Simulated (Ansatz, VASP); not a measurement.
GaP: VASP beside Ansatz

```xyz
2
Lattice="0.0000 2.7254 2.6709 2.7254 0.0000 2.6709 2.7254 2.7254 0.0000" Properties=species:S:1:pos:R:3 pbc="T T T"
Ga    0.0000    0.0000    0.0000
P     1.3627    1.3627    1.3354
```

Change from the starting cell: uniaxial_z strain -2.0%.

Alike in both runs: task single point; functional PBE; k mesh 8 × 8 × 8; occupations fermi-dirac, width 0.02 eV; no spin polarisation.

```csv
,VASP,Ansatz
version,VASP 6.6.1,Ansatz 0.2.0
potentials or method,"VASP PAW PBE potentials, release 64 (Ga_d, P)","plane waves, PAW"
plane-wave cutoff (eV),520,420
valence electrons in the cell,18,18
```

```tsv
	VASP	Ansatz	Ansatz less VASP
gap on the k mesh at the Fermi level (eV)	1.41	1.41	0.000
pressure (GPa)	4.2	4.3	+0.10
largest component of the traceless stress (GPa)	0.96	0.95	-0.004
```

A k mesh can miss the band edges.
